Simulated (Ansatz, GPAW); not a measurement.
This is a calculation of Cs for Ansatz 0.2.0. This isn't the form of Cs at room conditions, which is bcc.

Contents of input.yaml:

```yaml
crystal:
  lattice:
    - [5.58378995, 0.0, 0.0]
    - [2.791894975, 4.8357039461, 0.0]
    - [2.791894975, 1.6119013154, 4.5591454028]
  atoms:
    - { symbol: Cs, position: [0.0, 0.0, 0.0] }
kpoints:
  mp_grid: { grid: [6, 6, 6] }
scf:
  occupations: { method: gaussian, width: 0.05 }
hamiltonian:
  xc: pbesol
  pseudopotentials: { kind: all_electron, lapw: { basis_error: 0.001 } }
output:
  forces: true
  stress: true
  eigenvalues: true
```

Potentials or basis: all-electron LAPW, scalar-relativistic.

Run with:

```sh
$ ansatz run input.yaml --threads 1 --pin off --max-ram 3072MiB --backend cpu --events-out ev --progress --plain --runs-dir out
```

What does the same run look like in GPAW 26.7.0 (ASE script)? Potentials or basis there: PAW data sets generated for this functional, cutoff 600 eV.

As run (cutoffs and basis follow the program's own potentials, and thresholds, step limits or extra output files can differ):

Contents of run.py:

```python
from ase import Atoms
from ase.dft.bandgap import bandgap
from ase.io import write
from ase.units import GPa
from gpaw import GPAW, PW, setup_paths

setup_paths.insert(0, '.')

atoms = Atoms(['Cs'],
              cell=[[5.58378995, 0.0, 0.0],
                    [2.791894975, 4.8357039461, 0.0],
                    [2.791894975, 1.6119013154, 4.5591454028]],
              scaled_positions=[[0.0, 0.0, 0.0]],
              pbc=True)

calc = GPAW(mode=PW(600),
            xc='PBEsol',
            kpts={'size': (6, 6, 6), 'gamma': True},
            occupations={'name': 'methfessel-paxton', 'order': 0, 'width': 0.05},
            nbands=11,
            convergence={'density': 1e-05, 'energy': 1e-05},
            maxiter=150,
            txt='gpaw.txt')
atoms.calc = calc
energy = atoms.get_potential_energy()
forces = atoms.get_forces()
stress = atoms.get_stress()
calc.write('gs.gpw')
write('result.traj', atoms)
print(f'Energy: {energy:.6f} eV')
print('Forces (eV/A):')
print(forces.round(4))
print('Stress (GPa):', (stress / GPa).round(3))
print('Fermi level:', round(calc.get_fermi_level(), 4), 'eV')
print(f'Gap: {bandgap(calc)[0]:.4f} eV, direct: {bandgap(calc, direct=True)[0]:.4f} eV')
```

Potentials or basis: PAW data sets generated in the run's folder for this functional, pw.

Command:

```console
$ gpaw-setup -f PBEsol Cs
$ OMP_NUM_THREADS=1 python run.py
```

Both were run:

|  | Ansatz | GPAW |
| --- | --- | --- |
| Pressure | -0.2 GPa | -0.2 GPa |

Where Ansatz's input types no cutoff or centring, it takes its own default and a Γ-centred mesh.

Pressure is positive in compression.
